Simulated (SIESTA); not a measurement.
Here is a SIESTA 5.4.2 calculation.

Contents of NiO.fdf:

```
SystemName                      NiO
SystemLabel                     NiO
NumberOfSpecies                 2
NumberOfAtoms                   2
%block ChemicalSpeciesLabel
  1  28 Ni
  2   8 O
%endblock ChemicalSpeciesLabel

LatticeConstant                 1.0 Ang
%block LatticeVectors
     0.0000000000     2.0859016414     2.0859016414
     2.0859016414     0.0000000000     2.0859016414
     2.0859016414     2.0859016414     0.0000000000
%endblock LatticeVectors
AtomicCoordinatesFormat         Fractional
%block AtomicCoordinatesAndAtomicSpecies
     0.0000000000     0.0000000000     0.0000000000  1  Ni
     0.5000000000     0.5000000000     0.5000000000  2  O
%endblock AtomicCoordinatesAndAtomicSpecies

%block kgrid.MonkhorstPack
   11   0   0  0.0
    0  11   0  0.0
    0   0  11  0.0
%endblock kgrid.MonkhorstPack
XC.Functional                   GGA
XC.Authors                      PBEsol
PAO.BasisSize                   DZP
PAO.EnergyShift                 0.003 Ry
Mesh.Cutoff                     800 Ry
Spin                            polarized
%block DM.InitSpin
    1   1.000
    2   0.000
%endblock DM.InitSpin
OccupationFunction              FD
ElectronicTemperature           0.05 eV
MaxSCFIterations                200
SCF.MustConverge                false
SCF.Mixer.Method                Pulay
SCF.Mixer.Weight                0.1
SCF.Mixer.History               10
SCF.DM.Tolerance                5.0e-05
SCF.H.Tolerance                 1.0e-03 eV
WriteForces                     true
Charge.Mulliken                 end
%block PAO.Basis
  Ni 5
  n=3 0 2
    2.437 0.000
  n=4 0 2
    7.067 0.000
  n=3 1 2
    2.721 0.000
  n=4 1 1
    7.067
  n=3 2 2
    4.466 0.000
%endblock PAO.Basis
```

Potentials or basis: PseudoDojo 0.4 standard (PBEsol files), DZP (energy shift 0.003 Ry; two zetas on semicore shells).

The run is started by

```sh
$ siesta < NiO.fdf > NiO.out 2>&1
```

Q: What does it give for the pressure?

A: -6.7 GPa.

Q: What does it give for the site moments?

A: Ni +1.19; O +0.24 μB.

Caveat: short orbitals over semicore shells can move pressures by several GPa; the basis of atomic orbitals isn't converged, which shifts pressures, moduli and gaps; a cell with one magnetic atom can't hold antiferromagnetic order, which such compounds often take; semilocal functionals often make such compounds metallic where correlation or magnetic order opens a gap, which also shifts bond lengths.

The gap isn't set beside the measured one, since this odd mesh misses points on the zone boundary.
